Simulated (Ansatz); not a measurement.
**Hf under changes of volume**

One of the cells (21.882 Å³/atom); the others are scaled copies at fixed shape and fractional positions:

```xyz
1
Lattice="0.0000 2.2200 2.2200 2.2200 0.0000 2.2200 2.2200 2.2200 0.0000" Properties=species:S:1:pos:R:3 pbc="T T T"
Hf    0.0000    0.0000    0.0000
```

This isn't the form of Hf at room conditions, which is hcp.

* Program: Ansatz 0.2.0
* Functional: HSE06
* Potentials or basis: Ansatz PAW
* Cutoff: 420 eV (not typed: the program's choice for these potentials)
* k mesh: 6 × 6 × 6
* Occupations: fermi-dirac, width 0.05 eV
* Spin: no spin polarisation

```csv
volume (Å³/atom),energy over the lowest point (meV/atom),pressure (GPa)
20.569,91.53,13.2
21.007,59.12,10.4
21.444,33.93,7.7
21.882,15.88,5.2
22.320,?,?
22.757,0.00,0.6
23.195,0.96,-1.3
```

What does the run at 22.320 Å³/atom give?

Energy over the lowest point 4.72 meV/atom; pressure 2.8 GPa.

Worked out: A Birch-Murnaghan fit of order 3 (a polynomial in V^(-2/3)) to the other rows has its minimum at 22.89 Å³/atom with B0 = V·E''(V) = 113 GPa (rough, since the energies scatter). It gives 4.74 meV/atom at 22.320 Å³/atom, against the run's 4.72, and -dE/dV = 2.9 GPa, against 2.8.

Energies are extrapolated to zero smearing.

Caveats: all runs use coarse meshes; the PAW data sets come from PBE, with cores solved anew for the run's functional, which leaves a small shift of forces and pressure; the thresholds are loose for stress.
